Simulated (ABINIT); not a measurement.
Here is an ABINIT 10.8.3 (patched build) calculation.

File run.abi:

```
# Pseudopotentials
pp_dirpath "./"
pseudos "Pb.GGA_PBE-JTH.xml, O.GGA_PBE-JTH.xml"

# Structure
acell 3.99 3.99 5.01 Angstrom
rprim
     1.0000000000     0.0000000000     0.0000000000
     0.0000000000     1.0000000000     0.0000000000
     0.0000000000     0.0000000000     1.0000000000
ntypat 2
znucl 82 8
natom 4
typat 1 1 2 2
xcart
     3.7700036186     0.0000000000     7.1953211921
     0.0000000000     3.7700036186     2.2722066923
     3.7700036186     3.7700036186     0.0000000000
     0.0000000000     0.0000000000     0.0000000000

# Plane-wave basis
ecut 23.0
pawecutdg 45.0
pawxcdev 0

# k points
kptopt 4
ngkpt 5 5 4
nshiftk 1
shiftk 0.0 0.0 0.0

# Exchange and correlation
ixc 11

# Bands and occupations
nband 48
occopt 3
tsmear 0.00183747

# Spin
nspinor 2
nspden 1
pawspnorb 1

# SCF cycle
nstep 100
tolvrs 1.0e-9

# Output
iomode 3
prtwf 0
prtden 0
prteig 0
prtebands 0
prtvol 2
```

Potentials or basis: JTH PAW PBE v2.0.

Run with:

```bash
$ abinit run.abi > log 2>&1
```

Task: Predict the pressure.

Result: 2.8 GPa.

Task: Estimate the largest force.

Result: 0.043 eV/Å.

Stress tensor (GPa, compression positive):
```
2.99 0.00 0.00
0.00 2.99 0.00
0.00 0.00 2.28
```
